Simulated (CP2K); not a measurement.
Runs of CP2K 2026.2 on C. It takes space group Fd-3m (No. 227, cubic). The conventional cell has a = 3.567 Å, b = 3.567 Å, c = 3.567 Å, α = 90.00°, β = 90.00°, γ = 90.00°. C (site symmetry -43m) has 4 C at 1.54 Å as nearest neighbours. This isn't the form of C at room conditions, which is graphite.

```csv
level,potentials or basis,smearing,EPS_DEFAULT,NGRIDS,basis sets,potentials,points a segment of the path (NPOINTS),gap on the mesh (eV),pressure (GPa)
TB-mBJ,POTENTIAL_UZH C GTH-PBE-q4; TZVP-MOLOPT-PBE-GTH basis,fermi-dirac 0.0259 eV,1.0E-9,5,C TZVP-MOLOPT-PBE-GTH-q4,C GTH-PBE-q4 of POTENTIAL_UZH,6,4.53,-
LDA,GTH_POTENTIALS C GTH-PADE-q4; TZVP-MOLOPT-PBE-GTH basis,fermi-dirac 0.1 eV,1.0E-10,4,C TZVP-MOLOPT-PBE-GTH-q4,C GTH-PADE-q4 of GTH_POTENTIALS,8,4.53,(a)
PBEsol,POTENTIAL_UZH C GTH-PBE-q4; TZVP-MOLOPT-PBE-GTH basis,fermi-dirac 0.1 eV,1.0E-9,5,C TZVP-MOLOPT-PBE-GTH-q4,C GTH-PBE-q4 of POTENTIAL_UZH,8,4.40,0.5
r2SCAN,POTENTIAL_UZH C GTH-SCAN-q4; TZVP-MOLOPT-SCAN-GTH basis,fermi-dirac 0.05 eV,1.0E-10,5,C TZVP-MOLOPT-SCAN-GTH-q4,C GTH-SCAN-q4 of POTENTIAL_UZH,8,4.41,(b)
```

Alike in all rows: task band structure; no spin polarisation; cell as given; k mesh 13 × 13 × 13.

Problem. Estimate the missing entries.

Solution. (a) -11.1; (b) -2.9.

Caveats: the basis of atomic orbitals isn't converged, which shifts pressures, moduli and gaps; the potentials were made for another functional, which shifts forces and pressure (some runs); this is a model potential without an energy functional, so only levels have meaning (some runs).

Runs at the PBE level aren't shown here.
